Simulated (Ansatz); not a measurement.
NbC

Computed with Ansatz (plane waves, PAW, 420 eV cutoff): PBE with spin–orbit coupling, two-component spinors, Γ-centred 14×14×14 mesh, 0.05 eV Gaussian smearing. The datasets are Ansatz's generated set soft_2.

```
Nb C
1.0
     0.00000    2.24248    2.24248
     2.24248    0.00000    2.24248
     2.24248    2.24248    0.00000
Nb C
1 1
Cartesian
  0.0000 0.0000 0.0000
  2.2425 2.2425 2.2425
```

The chain of runs began from a cell as deposited in COD, expanded in volume.

The run above is the reference. The same cell was run again with other input settings; several of them aren't fit for production, so the rows show the settings' effect and aren't properties of the material.

| keys changed | outcome | ΔE (meV/atom) | P (GPa) | gap on the mesh (eV) | cell moment (μB) | largest force component (eV/Å) | SCF iterations | rough core-seconds | new warnings |
| --- | --- | --- | --- | --- | --- | --- | --- | --- | --- |
| none (reference) | converged | 0.0 | 0.0 | metal | 0.00 (no moment typed) | 0.000 | – | – | – |
| scf.n_extra_bands: 32; hamiltonian.dispersion: "d4"; basis.xc_grid: 3 | converged | – | -5.0 | metal | 0.00 (no moment typed) | 0.000 | 8 | 40 | – |
| scf.occupations.width: 0.05 → 0.025; scf.occupations.method: "gaussian" → "fermi_dirac" | converged | -0.1 | 0.0 | metal | 0.00 (no moment typed) | 0.000 | 8 | 17 | – |
| basis.ecutrho_ratio: 4 → 12; basis.xc_grid: 4 | converged | 0.0 | 0.0 | metal | 0.00 (no moment typed) | 0.000 | 8 | 27 | – |

These changes also left energy (to 0.1 meV/atom), pressure, gap, moment and forces as in the reference: scf.convergence.dr2_threshold: 1e-05 | basis.ecutrho_ratio: 4 → 12 | scf.lower_state_search: "standard"; scf.n_extra_bands: 16.

ΔE is the energy with the smearing extrapolated to zero. It is left out where the change alters the Hamiltonian or the spin treatment. The varied runs start from atomic densities (corrected by the program's trained start where that serves), with the default search for lower states unless a row changes it.

Question: What happens with these changes: hamiltonian.hubbard: {"sites": [{"species": "Nb", "l": "d", "u_eff": 1.0}], "double_counting": "fll"}?

Answer: outcome converged, P (GPa) 0.5, gap on the mesh (eV) metal, cell moment (μB) 0.00 (no moment typed), largest force component (eV/Å) 0.000, SCF iterations 8, rough core-seconds 30, new warnings filled band counts differ across k points.

Question: What happens with these changes: scf.initial_density.chi_scale: 0.3; hamiltonian.hubbard: {"sites": [{"species": "Nb", "l": "d", "u_eff": 4.0}], "double_counting": "amf"}?

Answer: outcome converged, P (GPa) 0.0, gap on the mesh (eV) metal, cell moment (μB) 0.00 (no moment typed), largest force component (eV/Å) 0.000, SCF iterations 8, rough core-seconds 19, new warnings filled band counts differ across k points.

The pair part of a dispersion correction pulls inward (a three-body part mostly pushes out), and in metals and ionic crystals with large ions it often overbinds.
